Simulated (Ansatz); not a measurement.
Input:

```xyz
14
Lattice="4.2681 0.0000 0.0000 0.0000 4.2681 0.0000 0.0000 0.0000 33.1079" Properties=species:S:1:pos:R:3 pbc="T T T"
Br     1.0670    -1.0670     7.4410
Na     3.2011     1.0670     7.5911
Br     3.2011    -3.2011    10.5331
Na     5.3351    -1.0670    10.4844
Br     5.3351    -5.3351    13.5316
Na     7.4691    -3.2011    13.5441
Br     7.4691    -7.4691    16.5540
Na     9.6032    -5.3351    16.5540
Br     9.6032    -9.6032    19.5763
Na    11.7372    -7.4691    19.5639
Br    11.7372   -11.7372    22.5748
Na    13.8713    -9.6032    22.6235
Br    13.8713   -13.8713    25.6670
Na    16.0053   -11.7372    25.5169
```

No spin polarisation.

All numbers come from DFT with PBE, PAW potentials and a 420 eV plane-wave cutoff in Ansatz (a first-principles code), spin-orbit coupling left out. Settings: 8×8×1 k-points, 0.05 eV Fermi–Dirac smearing. The cell is a slab with vacuum along z.

**Question.** Estimate the valence-band top at Γ (three highest levels, from the VBM).

**Answer.** 0.00, 0.00, -0.05 eV.

**Question.** Estimate the band gap.

**Answer.** 4.13 eV.

Whether these cells are dynamically stable was not tested. The cell was made from NaBr in the rock salt structure (space group Fm-3m, No. 225) by this change: a free-standing slab of 7 layers (14 atoms, 2 a layer) is cut normal to the z axis, with 15 Å of vacuum and the in-plane cell held at bulk.
